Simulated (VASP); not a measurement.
Input of a VASP 6.6.1 run:

The input INCAR:

```
SYSTEM = TiSi2
PREC     = Accurate       ! precision mode
ENCUT    = 600            ! plane-wave cutoff, eV
EDIFF    = 1E-6           ! SCF threshold, eV
ISMEAR   = -1             ! smearing method
SIGMA    = 0.05           ! smearing width, eV
LREAL    = .False.        ! projectors in reciprocal space
LASPH    = .True.         ! aspherical terms in the spheres
NELM     = 60             ! most SCF steps
ALGO     = Normal         ! electronic algorithm
ISIF     = 3              ! what is computed and relaxed
LWAVE    = .False.        ! write WAVECAR
LCHARG   = .False.        ! write CHGCAR
GGA      = PS             ! functional
IVDW     = 12             ! dispersion correction
IBRION   = 2              ! ionic algorithm
NSW      = 60             ! ionic steps
EDIFFG   = -0.02          ! ionic threshold
```

KPOINTS

```
regular mesh
0
Gamma
  7 7 7
  0 0 0
```

The input POSCAR:

```
TiSi2
1.0
    0.0000000000      4.1175163063      4.2628978354
    2.3895119538      0.0000000000      4.2628978354
    2.3895119538      4.1175163063      0.0000000000
Ti Si
2 4
Direct
    0.7500000000      0.7500000000      0.7500000000
    0.5000000000      0.5000000000      0.5000000000
    0.4125656100      0.0874343900      0.4125656100
    0.0874343900      0.4125656100      0.0874343900
    0.1625656100      0.8374343900      0.1625656100
    0.8374343900      0.1625656100      0.8374343900
```

Potentials or basis: VASP PAW PBE potentials, release 64 (Ti_sv, Si).

Command:

```bash
$ cat potpaw_PBE.64/Ti_sv/POTCAR potpaw_PBE.64/Si/POTCAR > POTCAR
$ mpirun -np 1 vasp_std > vasp.out
```

(1) What does it give for the space group after relaxing (to 0.05 Å)?

(2) Estimate the relaxed cell.

(3) What does it give for the dispersion energy per atom?

(4) What does it give for the relaxed volume?

Results:

(1) Fddd (No. 70).

(2) a = 5.826 Å, b = 4.826 Å, c = 4.657 Å, α = 75.80°, β = 53.41°, γ = 50.79°.

(3) -0.521 eV.

(4) 13.27 Å³/atom.

Caveat: the PAW data sets were made with another functional, which shifts forces and pressure a little; pairwise dispersion overbinds metals, which lowers pressure and volume.
